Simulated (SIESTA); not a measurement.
Ag:

```
CELL_PARAMETERS angstrom
0.00000 2.04275 2.04275
2.04275 0.00000 2.04275
2.04275 2.04275 0.00000
ATOMIC_POSITIONS crystal
Ag 0.00000 0.00000 0.00000
```

- Program: SIESTA 5.4.2
- Task: single point
- Functional: PBEsol
- Potentials or basis: PseudoDojo 0.4 standard (PBEsol files)
- Basis: DZP (energy shift 0.003 Ry; two zetas on semicore shells)
- Grid cutoff: 800 Ry
- Energy shift: 0.003 Ry
- k mesh: 11 × 11 × 11
- Occupations: fermi-dirac, width 0.05 eV
- Spin: no spin polarisation

On this cell: pressure -2.7 GPa; band gap on the k mesh none (metal or under the smearing width).

The same run follows on a disturbed copy (cell strained at random at fixed volume):

```
Ag
1.0
    -0.00622    2.03863    2.06720
     2.01497    0.04695    2.01403
     2.08560    2.05608   -0.02368
Ag
1
Direct
  0.00221 0.02855 0.98957
```

Problem. What changes?

Solution. The energy (extrapolated to zero smearing) moves by +7.1 meV/atom; pressure -2.2 GPa; band gap on the k mesh none (metal or under the smearing width).

Stress tensor (GPa, compression positive):
```
-1.99 -1.92  1.70
-1.92 -2.18 -0.90
 1.70 -0.90 -2.31
```

Caveats: short orbitals over semicore shells can move pressures by several GPa; the basis of atomic orbitals isn't converged, which shifts pressures, moduli and gaps.
